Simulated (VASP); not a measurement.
# BN (Fmm2) in VASP: a series of runs

One crystal, BN, is run at these levels: PBE; tasks: single point.

Everything below comes from runs of VASP 6.6.1. Logs are shortened: lines on timing, memory, paths and dates and some standing lists are left out, and cuts for length are marked.

## (1) Starting point

Symmetry: Fmm2, No. 42, orthorhombic system. Conventional cell: a = 2.503 Å, b = 6.991 Å, c = 4.332 Å, α = 90.00°, β = 90.00°, γ = 90.00°. N (site symmetry mm2) has 3 B at 1.44 Å as nearest neighbours. Around B (site symmetry mm2) lie 3 N at 1.44 Å.

Measurements of this composition are mostly on another form, of space group No. 194.

## (2) Single point, PBE

INCAR reads:

```
PREC = Accurate
ENCUT = 520
EDIFF = 1E-7
ISMEAR = 0
SIGMA = 0.05
LREAL = False
LASPH = True
NELM = 100
ALGO = Normal
ISIF = 2
LWAVE = False
LCHARG = False
GGA = PE
ADDGRID = False
```

KPOINTS reads:

```
regular mesh
0
Gamma
  6 6 6
```

POSCAR reads:

```
BN
1.0
    0.0000000000      3.4953158300      2.1660912400
    1.2516321000      0.0000000000      2.1660912400
    1.2516321000      3.4953158300      0.0000000000
N B
1 1
Direct
    0.6666513400      0.6666513400      0.3333486600
    0.0000486500      0.0000486500      0.9999513500
```

Potentials or basis: VASP PAW PBE potentials, release 64 (N_s, B_s).

The run is started by

```bash
cat potpaw_PBE.64/N_s/POTCAR potpaw_PBE.64/B_s/POTCAR > POTCAR
mpirun -np 1 vasp_std > vasp.out
```

OUTCAR:

```text
PREC = Accurate
   ENCUT = 520
   EDIFF = 1E-7
   ISMEAR = 0
   LREAL = False
   LASPH = True
   NELM = 100
   ISIF = 2
   GGA = PE

 Found     46 irreducible k-points:

 Following reciprocal coordinates:
            Coordinates               Weight
  0.000000  0.000000  0.000000      1.000000
  0.166667  0.000000 -0.000000      8.000000
  0.333333  0.000000  0.000000      8.000000
  0.500000  0.000000  0.000000      4.000000
  0.166667  0.166667  0.000000      2.000000
  0.333333  0.166667  0.000000      8.000000
   k-points           NKPTS =     46   k-points in BZ     NKDIM =     46   number of bands    NBANDS=      8
   number of dos      NEDOS =    301   number of ions     NIONS =      2
   total plane-waves  NPLWV =  17920
   dimension x,y,z NGX =    32 NGY =   20 NGZ =   28
   dimension x,y,z NGXF=    64 NGYF=   40 NGZF=   56
   ions per type =               1   1
   NGX,Y,Z   is equivalent  to a cutoff of  12.94, 13.29, 12.54 a.u.
   NGXF,Y,Z  is equivalent  to a cutoff of  25.87, 26.58, 25.08 a.u.
 SYSTEM =  unknown system
   PREC   = accura    normal or accurate (medium, high low for compatibility)
   ISTART =      0    job   : 0-new  1-cont  2-samecut
   ICHARG =      2    charge: 1-file 2-atom 10-const
   ISPIN  =      1    spin polarized calculation?
   LNONCOLLINEAR =      F non collinear calculations
   LSORBIT =      F    spin-orbit coupling
   LASPH  =      T    aspherical Exc in radial PAW
   ENCUT  =  520.0 eV  38.22 Ry    6.18 a.u.   7.65  4.65  6.90*2*pi/ulx,y,z
   NELM   =    100;   NELMIN=  2; NELMDL= -5     # of ELM steps
   EDIFF  = 0.1E-06   stopping-criterion for ELM
   LREAL  =      F    real-space projection
   EDIFFG = 0.1E-05   stopping-criterion for IOM
   NSW    =      0    number of steps for IOM
   IBRION =     -1    ionic relax: 0-MD 1-quasi-New 2-CG
   NFREE  =      0    steps in history (QN), initial steepest desc. (CG)
   ISIF   =      2    stress and relaxation
   ISYM   =      2    0-nonsym 1-usesym 2-fastsym
   POTIM  = 0.5000    time-step for ionic-motion
   TEBEG  =    0.0;   TEEND  =   0.0 temperature during run
   PSTRESS=    0.0 pullay stress
   NELECT =       8.0000    total number of electrons
   NUPDOWN=      -1.0000    fix difference up-down
   EMIN   =  10.00;   EMAX   =-10.00  energy-range for DOS
   EFERMI =   0.00;   METHOD = LEGACY
   ISMEAR =     0;   SIGMA  =   0.05  broadening in eV -4-tet -1-fermi 0-gaus
   EFERMI_NEDOS =   21; number of points for ismear=-14 and -15
   IALGO  =     38    algorithm
   IMIX   =      4    mixing-type and parameters
     AMIX     =   0.40;   BMIX     =  1.00
     AMIX_MAG =   1.60;   BMIX_MAG =  1.00
  volume/ion in A,a.u.               =       9.48        63.95
  Fermi-wavevector in a.u.,A,eV,Ry     =   1.228047  2.320672 20.518928  1.508099
  Thomas-Fermi vector in A             =   2.362987
   LORBIT       =      0    0 simple, 1 ext, 2 COOP (PROOUT), +10 PAW based schemes
   GGA     = PE    functional components
   LHFCALC =     F    Hartree Fock is set to
   AEXX    =    0.0000 exact exchange contribution
   IVDW    =     0    specifies the selected vdW correction
   LEPSILON=     F    determine dielectric tensor
   LRPA    =     F    only Hartree local field effects (RPA)
 non-spin polarized calculation
 Gauss-broadening in eV      SIGMA  =   0.05
  energy-cutoff  :      520.00
  volume of cell :       18.95
 maximum number of plane-waves:       522
 NGX is ok and might be reduce to    32
   NGX = 15   NGY =  9   NGZ = 13

 number of electron       8.0000000 magnetization

 Free energy of the ion-electron system (eV)
  ---------------------------------------------------
  ext. energy  EPLUGINS =         0.00000000
  ---------------------------------------------------
  free energy    TOTEN  =       -17.56074312 eV

  energy without entropy =      -17.56074312  energy(sigma->0) =      -17.56074312

 E-fermi :   3.4729     XC(G=0):  -9.6964

 val. band max:        3.1523207960   @ k =   0.5000  -0.3333   0.1667
 cond. band min:       7.0010044593   @ k =   0.0000   0.5000   0.5000
 fundamental gap:      3.8486836633
 Fermi energy:         3.4728610798

 k-point     1 :       0.0000    0.0000    0.0000
  band No.  band energies     occupation
      1     -14.7326      2.00000
      2      -1.3367      2.00000
      3       1.7154      2.00000
      4       1.7224      2.00000
      5       8.0106      0.00000
      6      14.6653      0.00000
      7      14.7248      0.00000
      8      16.1225      0.00000

 k-point     2 :       0.1667    0.0000   -0.0000
  band No.  band energies     occupation
      1     -14.1864      2.00000
      2      -0.8017      2.00000
      3      -0.2518      2.00000
      4       0.8242      2.00000
      5       9.1571      0.00000
      6      14.3203      0.00000
      7      14.5022      0.00000
      8      16.8850      0.00000

 k-point     3 :       0.3333    0.0000    0.0000
  band No.  band energies     occupation
      1     -12.7227      2.00000
      2      -3.8351      2.00000
      3      -0.5393      2.00000
      4       0.7593      2.00000
      5      10.0261      0.00000
      6      12.2233      0.00000
      7      14.5032      0.00000
      8      20.9535      0.00000

 k-point     4 :       0.5000    0.0000    0.0000
  band No.  band energies     occupation
      1     -11.5408      2.00000
      2      -5.8674      2.00000
      3      -1.0954      2.00000
      4       2.1380      2.00000
      5       7.7884      0.00000
      6      12.9840      0.00000
      7      16.4795      0.00000
      8      18.7656      0.00000

 k-point     5 :       0.1667    0.1667    0.0000
  band No.  band energies     occupation
      1     -14.1976      2.00000
      2      -0.6633      2.00000
      3      -0.2922      2.00000
      4       0.8301      2.00000
      5       8.9147      0.00000
      6      14.4729      0.00000
      7      14.5407      0.00000
      8      16.9337      0.00000

 k-point     6 :       0.3333    0.1667    0.0000
  band No.  band energies     occupation
      1     -13.1862      2.00000
      2      -2.4989      2.00000
      3      -0.8826      2.00000
      4       0.4784      2.00000
      5      10.6359      0.00000
      6      12.1002      0.00000
      7      15.5277      0.00000
      8      17.8571      0.00000

 [... further k-points ...]
[... 5 lines left out ...]
  --------------------------------------------------------------------------------------
  -------------------------------------------------------------------------------------
  Total        0.6476435      0.1833667      0.6530414      0.0000000      0.0000000      0.0000000
  in kB       54.7490652     15.5010561     55.2053839      0.0000000      0.0000000      0.0000000
  external PRESSURE =      41.8185017 kB  Pullay stress =       0.0000000 kB

 VOLUME and BASIS-vectors are now :
 -----------------------------------------------------------------------------
  energy-cutoff  :      520.00
  volume of cell :       18.95
      direct lattice vectors                 reciprocal lattice vectors
     0.000000000  3.495315830  2.166091240    -0.399478409  0.143048590  0.230830535
     1.251632100  0.000000000  2.166091240     0.399478409 -0.143048590  0.230830535
     1.251632100  3.495315830  0.000000000     0.399478409  0.143048590 -0.230830535

 POSITION                                       TOTAL-FORCE (eV/Angst)
 -----------------------------------------------------------------------------------
      1.25163      3.49532      2.88806         0.000000      0.000000     -0.009926
      1.25163      3.49532      0.00021         0.000000      0.000000      0.009926
 -----------------------------------------------------------------------------------
    total drift:                                0.000001      0.000001      0.000019

  FREE ENERGIE OF THE ION-ELECTRON SYSTEM (eV)
  ---------------------------------------------------
  free  energy   TOTEN  =       -17.5607431174 eV

  energy  without entropy=      -17.5607431174  energy(sigma->0) =      -17.56074312
```

Run time: 4.5 s. Hardware: 1 thread of Intel Xeon 6975P-C (Granite Rapids), shared host; peak memory 0.14 GiB.

The run converged, but some of its settings lie outside the range that counts as converged, so its numbers aren't taken as properties of the crystal.

Results:

- Free energy: -17.5607 eV
- Pressure: 4.2 GPa
- Largest force: 0.010 eV/Å
- Band gap on the k mesh: 3.85 eV, indirect (least direct gap 4.56 eV)

Caveat: the k mesh is coarse (spacing up to 0.51 Å⁻¹), so the values aren't converged.

## (3) Single point, PBE

INCAR is that of step 2.

KPOINTS is that of step 2.

POSCAR reads:

```
BN
1.0
    0.0000000000      3.4953158300      2.1660912400
    1.2516321000      0.0000000000      2.1660912400
    1.2516321000      3.4953158300      0.0000000000
N B
1 1
Direct
    0.6643870000      0.6373240000      0.3259630000
   -0.0156690000     -0.0240960000      1.0349220000
```

Potentials or basis: VASP PAW PBE potentials, release 64 (N_s, B_s).

The run is started by

```bash
cat potpaw_PBE.64/N_s/POTCAR potpaw_PBE.64/B_s/POTCAR > POTCAR
mpirun -np 1 vasp_std > vasp.out
```

OUTCAR:

```text
PREC = Accurate
   ENCUT = 520
   EDIFF = 1E-7
   ISMEAR = 0
   LREAL = False
   LASPH = True
   NELM = 100
   ISIF = 2
   GGA = PE

 Found    112 irreducible k-points:

 Following reciprocal coordinates:
            Coordinates               Weight
  0.000000  0.000000  0.000000      1.000000
  0.166667  0.000000 -0.000000      2.000000
 -0.166667 -0.166667 -0.166667      2.000000
  0.000000  0.166667  0.000000      2.000000
 -0.000000  0.000000  0.166667      2.000000
  0.333333  0.000000  0.000000      2.000000
   k-points           NKPTS =    112   k-points in BZ     NKDIM =    112   number of bands    NBANDS=      8
   number of dos      NEDOS =    301   number of ions     NIONS =      2
   total plane-waves  NPLWV =  17920
   dimension x,y,z NGX =    32 NGY =   20 NGZ =   28
   dimension x,y,z NGXF=    64 NGYF=   40 NGZF=   56
   ions per type =               1   1
   NGX,Y,Z   is equivalent  to a cutoff of  12.94, 13.29, 12.54 a.u.
   NGXF,Y,Z  is equivalent  to a cutoff of  25.87, 26.58, 25.08 a.u.
 SYSTEM =  unknown system
   PREC   = accura    normal or accurate (medium, high low for compatibility)
   ISTART =      0    job   : 0-new  1-cont  2-samecut
   ICHARG =      2    charge: 1-file 2-atom 10-const
   ISPIN  =      1    spin polarized calculation?
   LNONCOLLINEAR =      F non collinear calculations
   LSORBIT =      F    spin-orbit coupling
   LASPH  =      T    aspherical Exc in radial PAW
   ENCUT  =  520.0 eV  38.22 Ry    6.18 a.u.   7.65  4.65  6.90*2*pi/ulx,y,z
   NELM   =    100;   NELMIN=  2; NELMDL= -5     # of ELM steps
   EDIFF  = 0.1E-06   stopping-criterion for ELM
   LREAL  =      F    real-space projection
   EDIFFG = 0.1E-05   stopping-criterion for IOM
   NSW    =      0    number of steps for IOM
   IBRION =     -1    ionic relax: 0-MD 1-quasi-New 2-CG
   NFREE  =      0    steps in history (QN), initial steepest desc. (CG)
   ISIF   =      2    stress and relaxation
   ISYM   =      2    0-nonsym 1-usesym 2-fastsym
   POTIM  = 0.5000    time-step for ionic-motion
   TEBEG  =    0.0;   TEEND  =   0.0 temperature during run
   PSTRESS=    0.0 pullay stress
   NELECT =       8.0000    total number of electrons
   NUPDOWN=      -1.0000    fix difference up-down
   EMIN   =  10.00;   EMAX   =-10.00  energy-range for DOS
   EFERMI =   0.00;   METHOD = LEGACY
   ISMEAR =     0;   SIGMA  =   0.05  broadening in eV -4-tet -1-fermi 0-gaus
   EFERMI_NEDOS =   21; number of points for ismear=-14 and -15
   IALGO  =     38    algorithm
   IMIX   =      4    mixing-type and parameters
     AMIX     =   0.40;   BMIX     =  1.00
     AMIX_MAG =   1.60;   BMIX_MAG =  1.00
  volume/ion in A,a.u.               =       9.48        63.95
  Fermi-wavevector in a.u.,A,eV,Ry     =   1.228047  2.320672 20.518928  1.508099
  Thomas-Fermi vector in A             =   2.362987
   LORBIT       =      0    0 simple, 1 ext, 2 COOP (PROOUT), +10 PAW based schemes
   GGA     = PE    functional components
   LHFCALC =     F    Hartree Fock is set to
   AEXX    =    0.0000 exact exchange contribution
   IVDW    =     0    specifies the selected vdW correction
   LEPSILON=     F    determine dielectric tensor
   LRPA    =     F    only Hartree local field effects (RPA)
 non-spin polarized calculation
 Gauss-broadening in eV      SIGMA  =   0.05
  energy-cutoff  :      520.00
  volume of cell :       18.95
 maximum number of plane-waves:       522
 NGX is ok and might be reduce to    32
   NGX = 15   NGY =  9   NGZ = 13

 number of electron       8.0000000 magnetization

 Free energy of the ion-electron system (eV)
  ---------------------------------------------------
  ext. energy  EPLUGINS =         0.00000000
  ---------------------------------------------------
  free energy    TOTEN  =       -17.41675788 eV

  energy without entropy =      -17.41675788  energy(sigma->0) =      -17.41675788

 E-fermi :   3.3353     XC(G=0):  -9.7083

 val. band max:        3.1043809127   @ k =   0.5000  -0.3333   0.1667
 cond. band min:       6.8183001052   @ k =   0.0000   0.5000   0.5000
 fundamental gap:      3.7139191926
 Fermi energy:         3.3352827591

 k-point     1 :       0.0000    0.0000    0.0000
  band No.  band energies     occupation
      1     -14.7146      2.00000
      2      -1.3137      2.00000
      3       1.0775      2.00000
      4       2.5148      2.00000
      5       7.8415      0.00000
      6      13.7547      0.00000
      7      15.6501      0.00000
      8      16.2081      0.00000

 k-point     2 :       0.1667    0.0000   -0.0000
  band No.  band energies     occupation
      1     -14.1578      2.00000
      2      -0.8022      2.00000
      3       0.1660      2.00000
      4       0.4364      2.00000
      5       8.9842      0.00000
      6      13.8815      0.00000
      7      14.7628      0.00000
      8      17.6890      0.00000

 k-point     3 :      -0.1667   -0.1667   -0.1667
  band No.  band energies     occupation
      1     -14.1756      2.00000
      2      -0.8287      2.00000
      3      -0.5730      2.00000
      4       1.3989      2.00000
      5       8.9385      0.00000
      6      14.1150      0.00000
      7      14.7810      0.00000
      8      16.6441      0.00000

 k-point     4 :       0.0000    0.1667    0.0000
  band No.  band energies     occupation
      1     -14.1757      2.00000
      2      -0.8404      2.00000
      3      -0.5581      2.00000
      4       1.3979      2.00000
      5       8.9249      0.00000
      6      14.2176      0.00000
      7      14.6759      0.00000
      8      16.6398      0.00000

 k-point     5 :      -0.0000    0.0000    0.1667
  band No.  band energies     occupation
      1     -14.1578      2.00000
      2      -0.8104      2.00000
      3       0.1757      2.00000
      4       0.4419      2.00000
      5       8.9456      0.00000
      6      13.9034      0.00000
      7      14.7582      0.00000
      8      17.6901      0.00000

 k-point     6 :       0.3333    0.0000    0.0000
  band No.  band energies     occupation
      1     -12.6602      2.00000
      2      -3.5614      2.00000
      3      -0.8866      2.00000
      4       0.6528      2.00000
      5      10.2915      0.00000
      6      12.0913      0.00000
      7      14.4800      0.00000
      8      20.6677      0.00000

 [... further k-points ...]

------------------------ aborting loop because EDIFF is reached ----------------------------------------

  FORCE on cell =-STRESS in cart. coord.  units (eV):
  Direction    XX          YY          ZZ          XY          YZ          ZX
  --------------------------------------------------------------------------------------
  -------------------------------------------------------------------------------------
  Total        0.6709615      0.0328304      1.0391738     -0.2392034      0.0398755      0.7763729
  in kB       56.7202709      2.7753484     87.8474030    -20.2212554      3.3709035     65.6313097
  external PRESSURE =      49.1143408 kB  Pullay stress =       0.0000000 kB

 VOLUME and BASIS-vectors are now :
 -----------------------------------------------------------------------------
  energy-cutoff  :      520.00
  volume of cell :       18.95
      direct lattice vectors                 reciprocal lattice vectors
     0.000000000  3.495315830  2.166091240    -0.399478409  0.143048590  0.230830535
     1.251632100  0.000000000  2.166091240     0.399478409 -0.143048590  0.230830535
     1.251632100  3.495315830  0.000000000     0.399478409  0.143048590 -0.230830535

 POSITION                                       TOTAL-FORCE (eV/Angst)
 -----------------------------------------------------------------------------------
      1.20568      3.46159      2.81962         2.370283      1.283629     -0.544861
      1.26518      3.56261      4.24605        -2.370283     -1.283629      0.544861
 -----------------------------------------------------------------------------------
    total drift:                               -0.000033      0.000001     -0.000037

  FREE ENERGIE OF THE ION-ELECTRON SYSTEM (eV)
  ---------------------------------------------------
  free  energy   TOTEN  =       -17.4167578810 eV

  energy  without entropy=      -17.4167578810  energy(sigma->0) =      -17.41675788
```

Run time: 9.1 s. Hardware: 1 thread of Intel Xeon 6975P-C (Granite Rapids), shared host; peak memory 0.15 GiB.

These settings aren't checked as converged: the numbers below hold their error.

What came out:

```yaml
Free_energy: -17.4168 eV
Pressure: 4.9 GPa
Largest_force: 2.750 eV/Å
Band_gap_on_the_k_mesh: 3.71 eV, indirect (least direct gap 4.54 eV)
```

Caveat: the k mesh is coarse (spacing up to 0.51 Å⁻¹), so the values aren't converged.
